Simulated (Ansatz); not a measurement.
# InSe: stress in a strained cell

InSe is deformed so: zz strain of +2 %. What stress and forces result, by LAPW, PAW and all-electron datasets made for the crystal?

Method: DFT PBEsol, scalar-relativistic, in Ansatz 0.2.0.

### 1 The structure to begin with

Symmetry: C2/m, No. 12, monoclinic system. The conventional cell has a = 11.736 Å, b = 4.110 Å, c = 4.610 Å, α = 90.00°, β = 110.30°, γ = 90.00°. In (site symmetry m) is surrounded by 3 Se at 2.58 to 2.78 Å and 1 In at 2.74 Å. Se (site symmetry m) is surrounded by 3 In at 2.58 to 2.78 Å.

Coordinates:

```
In Se
1.0
     5.86790   -2.05500    0.00000
     5.86790    2.05500    0.00000
    -1.59942    0.00000    4.32366
In Se
2 2
Direct
  0.88400 0.88400 0.00500
  0.11600 0.11600 0.99500
  0.66000 0.66000 0.64200
  0.34000 0.34000 0.35800
```

Atoms are numbered in the order of the input: In1, In2, Se3, Se4.

### 2 After the deformation

Space group C2/m before, C2/m after.

### 3 Full-potential LAPW

input.yaml reads:

```yaml
crystal:
  lattice:
    - [5.8679026766, -2.055, 0.0]
    - [5.8679026766, 2.055, 0.0]
    - [-1.5994156962, 0.0, 4.4101295345]
  atoms:
    - { symbol: In, position: [0.884, 0.884, 0.005] }
    - { symbol: In, position: [0.116, 0.116, 0.995] }
    - { symbol: Se, position: [0.66, 0.66, 0.642] }
    - { symbol: Se, position: [0.34, 0.34, 0.358] }
kpoints:
  mp_grid: { grid: [7, 7, 6] }
  band_path:
    path:
      - [0.0, 0.0, 0.0]
      - [-0.2846947187, 0.2846947187, 0.0]
      - [-0.7153052813, -0.2846947187, 0.0]
      - [-0.5, -0.5, 0.0]
      - [0.0, 0.0, 0.0]
      - [-0.5, -0.5, 0.5]
      - [-0.7448969473, -0.2551030527, 0.5]
      - [-0.2551030527, 0.2551030527, 0.5]
      - [0.0, 0.0, 0.5]
    npoints: 5
scf:
  occupations: { method: fermi_dirac, width: 0.02 }
hamiltonian:
  xc: pbesol
  pseudopotentials: { kind: all_electron, lapw: { basis_error: 0.0005 } }
output:
  forces: true
  stress: true
  eigenvalues: true
```

Launch:

```bash
> ansatz run input.yaml --threads 1 --pin off --max-ram 6144MiB --backend cpu --events-out ev --progress --plain --runs-dir out
```

### 4 Frozen-core PAW

input.yaml reads:

```yaml
crystal:
  lattice:
    - [5.8679026766, -2.055, 0.0]
    - [5.8679026766, 2.055, 0.0]
    - [-1.5994156962, 0.0, 4.4101295345]
  atoms:
    - { symbol: In, position: [0.884, 0.884, 0.005] }
    - { symbol: In, position: [0.116, 0.116, 0.995] }
    - { symbol: Se, position: [0.66, 0.66, 0.642] }
    - { symbol: Se, position: [0.34, 0.34, 0.358] }
kpoints:
  mp_grid: { grid: [7, 7, 6] }
scf:
  occupations: { method: fermi_dirac, width: 0.02 }
hamiltonian:
  xc: pbesol
  pseudopotentials: { kind: paw }
output:
  forces: true
  stress: true
  eigenvalues: true
  efg: { contact_densities: true }
```

### 5 Datasets made for this crystal

Changes to input.yaml since step 4:

```diff
@@ -16,3 +16,3 @@
   xc: pbesol
-  pseudopotentials: { kind: paw }
+  pseudopotentials: { kind: all_electron, datasets: crystal }
 output:
```

(Steps that only read results are left out.)

Q: Predict the outcome of this session. Wanted: pressure; largest shear or deviatoric stress.

The runs gave:

```
                                 quantity                                              value
                                 pressure  LAPW -1.12, PAW -1.13, crystal datasets -1.12 GPa
largest shear or deviatoric stress (LAPW)                                           2.04 GPa
```

The largest part of the stress beyond the pressure is 2.04 GPa in size, in the xx component; the atoms are carried along and not relaxed. No run of the undeformed cell stands beside it, so the pressure holds what the given cell had before the change. PAW: stress within 0.01 GPa of LAPW, forces within 1 meV/Å. Crystal datasets: stress within 0.01 GPa of LAPW, forces within 1 meV/Å.
